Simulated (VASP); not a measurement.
Wanted: the native input for a VASP 6.6.1 run.

```
Task                   : electron localisation function
Functional             : PBE
Potentials or basis    : VASP PAW PBE potentials, release 64 (Ni, Si)
Cutoff                 : 520 eV
k mesh                 : 4 × 6 × 4
Occupations            : gaussian, width 0.02 eV
Spin                   : collinear spin, ferromagnetic start
Starting moments       : [1.0, 1.0, 1.0, 1.0, 0.0, 0.0, 0.0, 0.0] μB
Further INCAR settings : ALGO = Fast; EDIFF = 1e-07
```

The structure of SiNi lies in POSCAR:

```
SiNi
1.0
    5.1731000000      0.0000000000      0.0000000000
    0.0000000000      3.3381000000      0.0000000000
    0.0000000000      0.0000000000      5.6049000000
Ni Si
4 4
Direct
    0.9922100000      0.7500000000      0.8124800000
    0.5077900000      0.2500000000      0.3124800000
    0.4922100000      0.7500000000      0.6875200000
    0.0077900000      0.2500000000      0.1875200000
    0.6787200000      0.2500000000      0.9175000000
    0.8212800000      0.7500000000      0.4175000000
    0.1787200000      0.2500000000      0.5825000000
    0.3212800000      0.7500000000      0.0825000000
```

These files were run (other wordings do the same):

INCAR

```
PREC = Accurate
ENCUT = 520
EDIFF = 1E-7
ISMEAR = 0
SIGMA = 0.02
LREAL = F
LASPH = T
NELM = 100
ALGO = Fast
ISIF = 2
LWAVE = F
LCHARG = T
ISPIN = 2
MAGMOM = 1 1 1 1 0 0 0 0
LORBIT = 11
LMAXMIX = 4
GGA = PE
LELF = T
```

KPOINTS

```
regular mesh
0
Gamma
  4 6 4
```

Potentials or basis: VASP PAW PBE potentials, release 64 (Ni, Si).

Launch:

```bash
$ cat potpaw_PBE.64/Ni/POTCAR potpaw_PBE.64/Si/POTCAR > POTCAR
$ mpirun -np 1 vasp_std > vasp.out
```

It gave:

The pressure is 1.8 GPa. The largest force is 0.030 eV/Å. The band gap on the k mesh is none (metal or under the smearing width), the net moment is 0.00 μB per cell and the valence electrons inside the program's atomic spheres are Ni 9.59; Si 1.61.

Run time: 5.3 min on 1 thread of AMD EPYC 7R43 64-Core Processor (Zen 3), on a shared host, peak memory 0.31 GiB.
